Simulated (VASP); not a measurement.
# Ag (Im-3m) in VASP: a series of runs

The runs below take Ag through relaxation of cell and atoms, with PBE.

All numbers are computed with VASP 6.6.1; they aren't measurements. Logs are shortened: lines on timing, memory, paths and dates and some standing lists are left out, and cuts for length are marked.

## (1) The crystal as given

It takes space group Im-3m (No. 229, cubic). The conventional cell has a = 3.311 Å, b = 3.311 Å, c = 3.311 Å, α = 90.00°, β = 90.00°, γ = 90.00°. Ag (site symmetry m-3m) is surrounded by 8 Ag at 2.87 Å.

This isn't the form of Ag at room conditions, which is fcc.

## (2) Relaxation of cell and atoms, PBE, target pressure 2 GPa, at which the enthalpy is minimised

The input, INCAR:

```
SYSTEM = Ag
PREC = Accurate
ENCUT = 600
EDIFF = 1E-7
ISMEAR = -1
SIGMA = 0.05
LREAL = .False.
LASPH = .True.
NELM = 100
ALGO = Fast
ISIF = 3
LWAVE = .False.
LCHARG = .False.
GGA = PE
IBRION = 2
NSW = 40
EDIFFG = -0.005
PSTRESS = 20
```

The input, KPOINTS:

```
regular mesh
0
Gamma
  11 11 11
  0 0 0
```

The input, POSCAR:

```
Ag
1.0
   -1.6556540000      1.6556540000      1.6556540000
    1.6556540000     -1.6556540000      1.6556540000
    1.6556540000      1.6556540000     -1.6556540000
Ag
1
Direct
    0.0000000000      0.0000000000      0.0000000000
```

Potentials or basis: VASP PAW PBE potentials, release 64 (Ag).

Run with:

```console
$ cat potpaw_PBE.64/Ag/POTCAR > POTCAR
$ mpirun -np 1 vasp_std > vasp.out
```

OUTCAR:

```text
SYSTEM = Ag
   PREC = Accurate
   ENCUT = 600
   EDIFF = 1E-7
   ISMEAR = -1
   LREAL = .False.
   LASPH = .True.
   NELM = 100
   ISIF = 3
   GGA = PE
   IBRION = 2
   NSW = 40
   EDIFFG = -0.005
   PSTRESS = 20

 ion  position               nearest neighbor table
   1  0.000  0.000  0.000-

  LATTYP: Found a body centered cubic cell.
 ALAT       =     3.3113080000

  Lattice vectors:

 A1 = (  -1.6556540000,   1.6556540000,   1.6556540000)
 A2 = (   1.6556540000,  -1.6556540000,   1.6556540000)
 A3 = (   1.6556540000,   1.6556540000,  -1.6556540000)

Analysis of symmetry for initial positions (statically):
=====================================================================
 Subroutine PRICEL returns:
 Original cell was already a primitive cell.

 Routine SETGRP: Setting up the symmetry group for a
 body centered cubic supercell.

 Subroutine GETGRP returns: Found 48 space group operations
 (whereof 48 operations were pure point group operations)
 out of a pool of 48 trial point group operations.

The static configuration has the point symmetry O_h .

Analysis of symmetry for dynamics (positions and initial velocities):
=====================================================================
 Subroutine PRICEL returns:
 Original cell was already a primitive cell.

 Routine SETGRP: Setting up the symmetry group for a
 body centered cubic supercell.

 Subroutine GETGRP returns: Found 48 space group operations
 (whereof 48 operations were pure point group operations)
 out of a pool of 48 trial point group operations.

The dynamic configuration has the point symmetry O_h .

 Subroutine INISYM returns: Found 48 space group operations
 (whereof 48 operations are pure point group operations),
 and found     1 'primitive' translations

----------------------------------------------------------------------------------------

                                     Primitive cell

  volume of cell :      18.1538

  direct lattice vectors                    reciprocal lattice vectors
    -1.655654000  1.655654000  1.655654000     0.000000000  0.301995465  0.301995465
     1.655654000 -1.655654000  1.655654000     0.301995465  0.000000000  0.301995465
     1.655654000  1.655654000 -1.655654000     0.301995465  0.301995465  0.000000000

  length of vectors
     2.867676848  2.867676848  2.867676848     0.427086083  0.427086083  0.427086083

  position of ions in fractional coordinates (direct lattice)
     0.000000000  0.000000000  0.000000000

  ion indices of the primitive-cell ions
   primitive index   ion index
                 1           1

----------------------------------------------------------------------------------------

 KPOINTS: regular mesh

Automatic generation of k-mesh.
 Grid dimensions read from file:
 generate k-points for:   11   11   11

 Generating k-lattice:

  Cartesian coordinates                     Fractional coordinates (reciprocal lattice)
     0.000000000  0.027454133  0.027454133     0.090909091  0.000000000  0.000000000
     0.027454133  0.000000000  0.027454133     0.000000000  0.090909091  0.000000000
     0.027454133  0.027454133  0.000000000     0.000000000  0.000000000  0.090909091

  Length of vectors
     0.038826008  0.038826008  0.038826008

  Shift w.r.t. Gamma in fractional coordinates (k-lattice)
     0.000000000  0.000000000  0.000000000

 Subroutine IBZKPT returns following result:
 ===========================================

 Found     56 irreducible k-points:

 Following reciprocal coordinates:
            Coordinates               Weight
  0.000000  0.000000  0.000000      1.000000
  0.090909  0.000000  0.000000     12.000000
  0.181818  0.000000  0.000000     12.000000
  0.272727  0.000000  0.000000     12.000000
  0.363636  0.000000  0.000000     12.000000
  0.454545  0.000000  0.000000     12.000000
[... 16 lines left out ...]
  0.272727  0.181818  0.090909     48.000000
  0.363636  0.181818  0.090909     24.000000
 [... further k-points ...]
   k-points           NKPTS =     56   k-points in BZ     NKDIM =     56   number of bands    NBANDS=      9
   number of dos      NEDOS =    301   number of ions     NIONS =      1
   total plane-waves  NPLWV =  13824
   dimension x,y,z NGX =    24 NGY =   24 NGZ =   24
   dimension x,y,z NGXF=    48 NGYF=   48 NGZF=   48
   ions per type =               1
   NGX,Y,Z   is equivalent  to a cutoff of  13.91, 13.91, 13.91 a.u.
   NGXF,Y,Z  is equivalent  to a cutoff of  27.83, 27.83, 27.83 a.u.
 SYSTEM =  Ag
   PREC   = accura    normal or accurate (medium, high low for compatibility)
   ISTART =      0    job   : 0-new  1-cont  2-samecut
   ICHARG =      2    charge: 1-file 2-atom 10-const
   ISPIN  =      1    spin polarized calculation?
   LNONCOLLINEAR =      F non collinear calculations
   LSORBIT =      F    spin-orbit coupling
   LASPH  =      T    aspherical Exc in radial PAW
   ENCUT  =  600.0 eV  44.10 Ry    6.64 a.u.   5.73  5.73  5.73*2*pi/ulx,y,z
   NELM   =    100;   NELMIN=  2; NELMDL= -5     # of ELM steps
   EDIFF  = 0.1E-06   stopping-criterion for ELM
   LREAL  =      F    real-space projection
   EDIFFG = -.5E-02   stopping-criterion for IOM
   NSW    =     40    number of steps for IOM
   IBRION =      2    ionic relax: 0-MD 1-quasi-New 2-CG
   NFREE  =      1    steps in history (QN), initial steepest desc. (CG)
   ISIF   =      3    stress and relaxation
   ISYM   =      2    0-nonsym 1-usesym 2-fastsym
   POTIM  = 0.5000    time-step for ionic-motion
   TEBEG  =    0.0;   TEEND  =   0.0 temperature during run
   PSTRESS=   20.0 pullay stress
   NELECT =      11.0000    total number of electrons
   NUPDOWN=      -1.0000    fix difference up-down
   EMIN   =  10.00;   EMAX   =-10.00  energy-range for DOS
   EFERMI =   0.00;   METHOD = LEGACY
   ISMEAR =    -1;   SIGMA  =   0.05  broadening in eV -4-tet -1-fermi 0-gaus
   EFERMI_NEDOS =   21; number of points for ismear=-14 and -15
   IALGO  =     68    algorithm
   IMIX   =      4    mixing-type and parameters
     AMIX     =   0.40;   BMIX     =  1.00
     AMIX_MAG =   1.60;   BMIX_MAG =  1.00
  volume/ion in A,a.u.               =      18.15       122.51
  Fermi-wavevector in a.u.,A,eV,Ry     =   1.385318  2.617871 26.111022  1.919106
  Thomas-Fermi vector in A             =   2.509739
   LORBIT       =      0    0 simple, 1 ext, 2 COOP (PROOUT), +10 PAW based schemes
   GGA     = PE    functional components
   LHFCALC =     F    Hartree Fock is set to
   AEXX    =    0.0000 exact exchange contribution
   IVDW    =     0    specifies the selected vdW correction
   LEPSILON=     F    determine dielectric tensor
   LRPA    =     F    only Hartree local field effects (RPA)
 conjugate gradient relaxation of ions
 non-spin polarized calculation
 RMM-DIIS sequential band-by-band and
  energy-cutoff  :      600.00
  volume of cell :       18.15
 maximum number of plane-waves:       621
   NGX = 11   NGY = 11   NGZ = 11

--------------------------------------- Ionic step        1  -------------------------------------------

 number of electron      11.0000001 magnetization

 Free energy of the ion-electron system (eV)
  ---------------------------------------------------
  ext. energy  EPLUGINS =         0.00000000
  ---------------------------------------------------
  free energy    TOTEN  =        -2.69553073 eV

  energy without entropy =       -2.69214380  energy(sigma->0) =       -2.69383726

------------------------ aborting loop because EDIFF is reached ----------------------------------------

  FORCE on cell =-STRESS in cart. coord.  units (eV):
  Direction    XX          YY          ZZ          XY          YZ          ZX
  --------------------------------------------------------------------------------------
  -------------------------------------------------------------------------------------
  Total       -0.1030438     -0.1030438     -0.1030438      0.0000000      0.0000000      0.0000000
  in kB       -9.0941857     -9.0941857     -9.0941857      0.0000000      0.0000000      0.0000000
  external PRESSURE =     -29.0941857 kB  Pullay stress =      20.0000000 kB
[... 59 lines left out ...]
  enthalpy is  TOTEN    =        -2.4727991570 eV   P V=        0.2159738034

--------------------------------------- Ionic step        3  -------------------------------------------

 number of electron      11.0000004 magnetization

 Free energy of the ion-electron system (eV)
  ---------------------------------------------------
  ext. energy  EPLUGINS =         0.00000000
  ---------------------------------------------------
  free energy    TOTEN  =        -2.69382742 eV

  energy without entropy =       -2.69024530  energy(sigma->0) =       -2.69203636

 E-fermi :   8.0041     XC(G=0): -12.0254

 val. band max:        7.9747458473   @ k =  -0.3636   0.4545   0.0909
 cond. band min:       8.1675796577   @ k =  -0.4545   0.4545   0.0909
 fundamental gap:      0.1928338104
 Fermi energy:         8.0041199399

 k-point     1 :       0.0000    0.0000    0.0000
  band No.  band energies     occupation
      1       0.4729      2.00000
      2       3.2045      2.00000
      3       3.2045      2.00000
      4       3.2045      2.00000
      5       4.4725      2.00000
      6       4.4725      2.00000
      7      25.8833      0.00000
      8      25.8833      0.00000
      9      25.8833      0.00000
[... 265 lines left out ...]
 k-point    24 :       0.3636    0.1818    0.0909
  band No.  band energies     occupation
      1       2.3502      2.00000
      2       2.6314      2.00000
      3       3.8823      2.00000
      4       4.5164      2.00000
      5       4.6294      2.00000
      6      10.7567      0.00000
      7      12.3451      0.00000
      8      16.7522      0.00000
      9      19.2714      0.00000

 [... further k-points ...]

------------------------ aborting loop because EDIFF is reached ----------------------------------------

  FORCE on cell =-STRESS in cart. coord.  units (eV):
  Direction    XX          YY          ZZ          XY          YZ          ZX
  --------------------------------------------------------------------------------------
  -------------------------------------------------------------------------------------
  Total        0.2221443      0.2221443      0.2221443      0.0000000      0.0000000      0.0000000
  in kB       20.2400435     20.2400435     20.2400435      0.0000000      0.0000000      0.0000000
  external PRESSURE =       0.2400435 kB  Pullay stress =      20.0000000 kB
[... 16 lines left out ...]
  FREE ENERGIE OF THE ION-ELECTRON SYSTEM (eV)
  ---------------------------------------------------
  free  energy   TOTEN  =        -2.6938274187 eV

  energy  without entropy=       -2.6902452987  energy(sigma->0) =       -2.69203636

  enthalpy is  TOTEN    =        -2.4743176728 eV   P V=        0.2195097459

 reached required accuracy - stopping structural energy minimisation
```

Run time: 23 s. Hardware: 1 thread of Intel Xeon Platinum 8259CL at 2.50GHz (Skylake/Cascade Lake), shared host; peak memory 0.16 GiB.

Results:

| Property | Result |
| --- | --- |
| Free energy | -2.6938 eV |
| Relaxed volume | 17.58 Å³/atom |
| Relaxed cell | a = 2.837 Å, b = 2.837 Å, c = 2.837 Å, α = 109.47°, β = 109.47°, γ = 109.47° |
| Space group after relaxing (to 0.05 Å) | Im-3m (No. 229) |
| Energy change on relaxing (the enthalpy is what falls) | +1.7 meV/atom |
| Ionic steps | 3 |
| Pressure after relaxing | 2.0 GPa |
| Band gap on the k mesh | none (metal or under the smearing width) |

Step by step:
```tsv
step	energy change (eV)	largest force (eV/Å)	pressure (GPa)	volume (Å³)
1	0.0000	0.0000	-0.91	18.15
2	0.0068	0.0000	3.74	17.30
3	0.0017	0.0000	2.02	17.58
```

Final structure:
```
CELL_PARAMETERS angstrom
-1.63817 1.63817 1.63817
1.63817 -1.63817 1.63817
1.63817 1.63817 -1.63817
ATOMIC_POSITIONS crystal
Ag 0.00000 0.00000 0.00000
```

Caveat: the cell is relaxed towards a set pressure, so the enthalpy falls and the energy may rise.

## (3) Relaxation of cell and atoms, PBE, target pressure 5 GPa, at which the enthalpy is minimised

INCAR, as its differences from that of step 2:

```diff
@@ -17,2 +17,2 @@
 EDIFFG = -0.005
-PSTRESS = 20
+PSTRESS = 50
```

KPOINTS is that of step 2.

POSCAR is that of step 2.

Potentials or basis: VASP PAW PBE potentials, release 64 (Ag).

Run with:

```console
$ cat potpaw_PBE.64/Ag/POTCAR > POTCAR
$ mpirun -np 1 vasp_std > vasp.out
```

Run time: 25 s. Hardware: 1 thread of Intel Xeon Platinum 8259CL at 2.50GHz (Skylake/Cascade Lake), shared host; peak memory 0.15 GiB.

It converged, with:

```yaml
Free_energy: -2.6836 eV
Relaxed_volume: 17.11 Å³/atom
Relaxed_cell: a = 2.812 Å, b = 2.812 Å, c = 2.812 Å, α = 109.47°, β = 109.47°, γ = 109.47°
Space_group_after_relaxing_to_0.05_Å: Im-3m (No. 229)
Energy_change_on_relaxing_the_enthalpy_is_what_falls: +11.9 meV/atom
Ionic_steps: 3
Pressure_after_relaxing: 5.0 GPa
Band_gap_on_the_k_mesh: none (metal or under the smearing width)
```

Step by step:
```tsv
step	energy change (eV)	largest force (eV/Å)	pressure (GPa)	volume (Å³)
1	0.0000	0.0000	-0.91	18.15
2	0.0426	0.0000	10.15	16.45
3	0.0119	0.0000	4.99	17.11
```

Final structure:
```cif
data_structure
_symmetry_space_group_name_H-M 'P 1'
_symmetry_Int_Tables_number 1
_cell_length_a 2.8117
_cell_length_b 2.8117
_cell_length_c 2.8117
_cell_angle_alpha 109.471
_cell_angle_beta 109.471
_cell_angle_gamma 109.471
_cell_volume 17.11
loop_
_atom_site_label
_atom_site_type_symbol
_atom_site_fract_x
_atom_site_fract_y
_atom_site_fract_z
_atom_site_occupancy
Ag1 Ag 0.00000 0.00000 0.00000 1
```

Levels at points of the mesh, in eV from the Fermi level:
| k point | band 3 | band 4 | band 5 | band 6 | band 7 | band 8 | band 9 |
| --- | --- | --- | --- | --- | --- | --- | --- |
| (0.00, 0.00, 0.00) | -4.90 | -4.90 | -3.58 | -3.58 | 17.98 | 17.98 | 17.98 |

Caveat: the cell is relaxed towards a set pressure, so the enthalpy falls and the energy may rise.

(Continued in part 2 of 2.)
